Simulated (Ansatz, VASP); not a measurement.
**BeTe in VASP and in Ansatz**

The input POSCAR:

```
BeTe
1.0
    0.0000000000      2.6832298771      2.6832298771
    2.6832298771      0.0000000000      2.6832298771
    2.6832298771      2.6832298771      0.0000000000
Be Te
1 1
Direct
    0.0000000000      0.0000000000      0.0000000000
    0.5000000000      0.5000000000      0.5000000000
```

File INCAR.step1:

```
SYSTEM = BeTe
  PREC = Accurate
  ENCUT = 520
  ISMEAR = -1
  SIGMA = 0.02
  LREAL = .False.
  LASPH = .True.
  NELM = 80
  NBANDS = 11
  GGA = PE
  ALGO = Normal
  EDIFF = 1E-4
  LWAVE = .True.
  LCHARG = .False.
```

File INCAR.step2:

```
SYSTEM = BeTe
  PREC = Accurate
  ENCUT = 520
  EDIFF = 1E-6
  ISMEAR = -1
  SIGMA = 0.02
  LREAL = .False.
  LASPH = .True.
  NELM = 80
  ALGO = Normal
  ISIF = 2
  LWAVE = .False.
  LCHARG = .False.
  METAGGA = R2SCAN
  LMIXTAU = .True.
  NBANDS = 11
  ISTART = 1
```

The input KPOINTS:

```
regular mesh
0
Gamma
  6 6 6
  0 0 0
```

Input for Ansatz:

```yaml
crystal:
  lattice:
    - [0.0, 2.6832298771, 2.6832298771]
    - [2.6832298771, 0.0, 2.6832298771]
    - [2.6832298771, 2.6832298771, 0.0]
  atoms:
    - { symbol: Be, position: [0.0, 0.0, 0.0] }
    - { symbol: Te, position: [0.5, 0.5, 0.5] }
kpoints:
  mp_grid: { grid: [6, 6, 6] }
hamiltonian:
  xc: r2scan
scf:
  occupations: { method: fermi_dirac, width: 0.02 }
  n_extra_bands: 4
output:
  forces: true
  stress: true
  eigenvalues: true
```

The cell was built by a generator and needn't be a form met in nature.

Alike in both runs: task single point; functional r2SCAN; k mesh 6 × 6 × 6; occupations fermi-dirac, width 0.02 eV; no spin polarisation.

```csv
,VASP,Ansatz
version,VASP 6.6.1,Ansatz 0.2.0
potentials or method,"VASP PAW PBE potentials, release 64 (Be, Te)","plane waves, PAW"
plane-wave cutoff (eV),520,500
valence electrons in the cell,8,18
```

```csv
,VASP,Ansatz,Ansatz less VASP
pressure (GPa),0.1,0.1,-0.02
```

The two sets of potentials don't hold the same shells in valence.

Caveats: the PAW data sets were made with another functional, which shifts forces and pressure a little (VASP). The runs have no spin-orbit coupling, so splittings on Te are missing.
